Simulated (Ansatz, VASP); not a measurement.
# SiC in VASP and in Ansatz

INCAR

```
  PREC = Accurate
  ENCUT = 520
  EDIFF = 1E-6
  ISMEAR = -1
  SIGMA = 0.02
  LREAL = False
  LASPH = True
  NELM = 80
  ALGO = Normal
  ISIF = 2
  LWAVE = False
  LCHARG = False
  GGA = PE
  NBANDS = 11
```

File KPOINTS:

```
Automatic mesh
0
Gamma
  10 10 10
```

The input POSCAR:

```
SiC
1.0
    0.0315228309      2.1701524310      2.1701524310
    2.1701524310      0.0315228309      2.1701524310
    2.1701524310      2.1701524310      0.0315228309
Si C
1 1
Direct
    0.0007164660      0.0007164660      0.0007164660
    0.2492835340      0.2492835340      0.2492835340
```

Input for Ansatz:

```yaml
crystal:
  lattice:
    - [0.0315228309, 2.170152431, 2.170152431]
    - [2.170152431, 0.0315228309, 2.170152431]
    - [2.170152431, 2.170152431, 0.0315228309]
  atoms:
    - { symbol: Si, position: [0.000716466, 0.000716466, 0.000716466] }
    - { symbol: C, position: [0.249283534, 0.249283534, 0.249283534] }
kpoints:
  mp_grid: { grid: [10, 10, 10] }
  band_path:
    path:
      - [0.0, 0.0, 0.0]
      - [-0.5, -0.5, 0.0]
      - [-0.375, -0.375, 0.25]
      - [-0.375, 0.0, 0.375]
      - [0.0, 0.0, 0.5]
      - [-0.5, -0.25, 0.25]
    npoints: 1
hamiltonian:
  xc: pbe
scf:
  occupations: { method: fermi_dirac, width: 0.02 }
  n_extra_bands: 4
output:
  forces: true
  stress: true
  eigenvalues: true
```

Change from the starting cell: epitaxial_111 strain -1.8%.

Alike in both runs: task single point; functional PBE; k mesh 10 × 10 × 10; occupations fermi-dirac, width 0.02 eV; no spin polarisation.

|  | VASP | Ansatz |
| --- | --- | --- |
| version | VASP 6.6.1 | Ansatz 0.2.0 |
| potentials or method | VASP PAW PBE potentials, release 64 (Si, C) | plane waves, PAW |
| plane-wave cutoff (eV) | 520 | 420 |
| valence electrons in the cell | 8 | 8 |

```tsv
	VASP	Ansatz	Ansatz less VASP
gap on the k mesh at the Fermi level (eV)	1.23	1.24	+0.004
pressure (GPa)	11.5	11.6	+0.07
largest component of the traceless stress (GPa)	3.88	3.86	-0.018
rms of the force components (eV/Å)	0.013	0.013	+0.0002
```

Atom by atom the forces differ by 0.000 eV/Å (rms over components).

A k mesh can miss the band edges.
